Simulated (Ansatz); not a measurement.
# AlNi: the cost of one run

Method: DFT PBE, scalar-relativistic, plane waves, PAW, in Ansatz 0.2.0.

7 further runs of the same task are left out: 1 for a known fault of the program, 6 set aside as unsound or not needed.

## (1) The structure to begin with

It takes space group P4/mmm (No. 123, tetragonal). The conventional cell has a = 2.889 Å, b = 2.889 Å, c = 2.900 Å, α = 90.00°, β = 90.00°, γ = 90.00°. Around Al (site symmetry 4/mmm) lie 8 Ni at 2.51 Å. Ni (site symmetry 4/mmm) is surrounded by 8 Al at 2.51 Å.

Structure file:

```xyz
2
Lattice="2.0426 -2.0426 0.0000 2.0426 2.0426 0.0000 0.0000 0.0000 2.9004" Properties=species:S:1:pos:R:3 pbc="T T T"
Al    0.0000    0.0000    0.0000
Ni    2.0426    0.0000    1.4502
```

It goes back to an entry of the Materials Project, which need not be the stable form.

It is the result of an earlier relaxation at this level (volume 12.10 Å³/atom; gap on the mesh: none (metal)).

## (2) Plan of the line

The energy is mapped over two normal modes frozen in (zone-centre modes of the cell shown).

First coordinate, amplitude of mode 4 (289 cm⁻¹), largest displacement: 11 values from −0.10 Å. Second coordinate, amplitude of mode 6 (289 cm⁻¹), largest displacement: 11 values from −0.10 Å.

Nothing else is relaxed (the cell and all other modes fixed). Energies count from the relaxed high-symmetry cell. Points are written as (first, second).

The modes come from a phonon run on the reference cell, made beforehand.

The patterns, per unit of each coordinate (Å):

```csv
atom,x1,y1,z1,x2,y2,z2
Al1,0.707,-0.707,0.000,0.000,0.000,1.000
Ni2,-0.325,0.325,0.000,0.000,0.000,-0.460
```

## (3) The run at (−0.10 Å, −0.04 Å)

input.yaml reads:

```yaml
crystal:
  lattice:
    - [2.0426321522, -2.0425983492, 0.0]
    - [2.0426321522, 2.0425983492, 0.0]
    - [0.0, 0.0, 2.9004437222]
  atoms:
    - { symbol: Al, position: [-0.0346177177, 0.0, -0.0137909933] }
    - { symbol: Ni, position: [0.5159138724, 0.5, 0.5063397625] }
basis:
  ecutwfc: 520.0
kpoints:
  mp_grid: { grid: [16, 16, 16] }
hamiltonian:
  xc: pbe
  pseudopotentials: { kind: paw, azcp: { folder: soft_1 } }
scf:
  occupations: { method: gaussian, width: 0.15 }
output:
  forces: true
  stress: true
  eigenvalues: true
```

Run with:

```sh
> ansatz run input.yaml --threads 4 --pin off --max-ram 8192MiB --backend cpu --events-out ev --progress --plain --runs-dir out
```

**Question.** How long does this run take on 4 threads of Arm Neoverse V1, shared host, and how much memory does it need?

About 26 s, with a peak of 1.3 GiB.
